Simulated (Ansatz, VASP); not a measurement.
## Si in VASP and in Ansatz

The input POSCAR:

```
Si
1.0
    2.5321100000      0.0000000000      0.0000000000
    0.0000000000      2.5321100000      0.0000000000
    0.0000000000      0.0000000000      2.5321100000
Si
1
Direct
    0.5000000000      0.5000000000      0.5000000000
```

Contents of INCAR.step1:

```
SYSTEM = Si
ALGO     = Normal         ! electronic algorithm
EDIFF    = 1E-5           ! SCF threshold, eV
ENCUT    = 600            ! plane-wave cutoff, eV
GGA      = PE             ! functional
ISMEAR   = -1             ! smearing method
LASPH    = .True.         ! aspherical terms in the spheres
LCHARG   = .False.        ! write CHGCAR
LREAL    = .False.        ! projectors in reciprocal space
LWAVE    = .True.         ! write WAVECAR
NBANDS   = 8              ! bands
NELM     = 60             ! most SCF steps
PREC     = Accurate       ! precision mode
SIGMA    = 0.05           ! smearing width, eV
```

Contents of INCAR.step2:

```
SYSTEM = Si
AEXX     = 0.25           ! exact-exchange fraction
ALGO     = Normal         ! electronic algorithm
EDIFF    = 1E-7           ! SCF threshold, eV
EDIFFG   = -0.01          ! ionic threshold
ENCUT    = 600            ! plane-wave cutoff, eV
GGA      = PS             ! functional
HFSCREEN = 0.207          ! screening, 1/A
IBRION   = 2              ! ionic algorithm
ISIF     = 3              ! what is computed and relaxed
ISMEAR   = -1             ! smearing method
ISTART   = 1            
LASPH    = .True.         ! aspherical terms in the spheres
LCHARG   = .False.        ! write CHGCAR
LHFCALC  = .True.         ! exact exchange
LREAL    = .False.        ! projectors in reciprocal space
LWAVE    = .False.        ! write WAVECAR
NELM     = 60             ! most SCF steps
NSW      = 60             ! ionic steps
PREC     = Accurate       ! precision mode
PRECFOCK = Normal       
SIGMA    = 0.05           ! smearing width, eV
```

File KPOINTS:

```
k-points
0
Gamma
  5 5 5
  0 0 0
```

Contents of input:

```
crystal:
  lattice:
    - [2.53211, 0.0, 0.0]
    - [0.0, 2.53211, 0.0]
    - [0.0, 0.0, 2.53211]
  atoms:
    - { symbol: Si, position: [0.5, 0.5, 0.5] }
hamiltonian:
  xc:
    exchange: hjs_pbesol
    correlation: pbesol
    exx: { coeff: 0.25, omega: 0.207 }
  pseudopotentials: { kind: paw }
kpoints:
  mp_grid: { grid: [5, 5, 5] }
scf:
  occupations: { method: fermi_dirac, width: 0.05 }
output:
  forces: true
  stress: true
  eigenvalues: true
  write_density: true
  write_potential: true
  elf: true
  volumetric_format: npy
relax:
  f_tol: 0.01
  max_steps: 40
  cell: { stress_tol: 0.05 }
```

The cell was built by a generator and needn't be a form met in nature.

Alike in both runs: task relaxation of cell and atoms; functional PBEsol-based screened hybrid; k mesh 5 × 5 × 5; occupations fermi-dirac, width 0.05 eV; no spin polarisation.

|  | VASP | Ansatz |
| --- | --- | --- |
| version | VASP 6.6.1 | Ansatz 0.2.0 |
| potentials or method | VASP PAW PBE potentials, release 64 (Si) | Ansatz PAW |
| plane-wave cutoff (eV) | 600 | 420 |
| valence electrons in the cell | 4 | 4 |

VASP gave:

| Property | Result |
| --- | --- |
| gap on the k mesh at the Fermi level, each at its own relaxed structure (eV) | none |
| relaxed volume (Å³/atom) | 16.20 |
| relaxed cell length with the largest relative difference (Å) | 2.530 |

Problem. Estimate Ansatz's values.

Solution. gap on the k mesh at the Fermi level, each at its own relaxed structure (eV): none; relaxed volume (Å³/atom): 16.23; relaxed cell length with the largest relative difference (Å): 2.532.

A gap of «none» marks a metal or a gap that the smearing closes.

Caveats: the k mesh is coarse (spacing up to 0.50 Å⁻¹), so the values aren't converged (VASP); the PAW data sets were made with another functional, which shifts forces and pressure a little (VASP); the k mesh is coarse (spacing up to 0.50 Å⁻¹), so the values aren't converged, least of all with exact exchange (Ansatz); the plane-wave basis is chosen anew once the cell has moved, so the energies of steps on either side of that aren't comparable (Ansatz); the PAW data sets come from PBE, with cores solved anew for the run's functional, which leaves a small shift of forces and pressure (Ansatz).
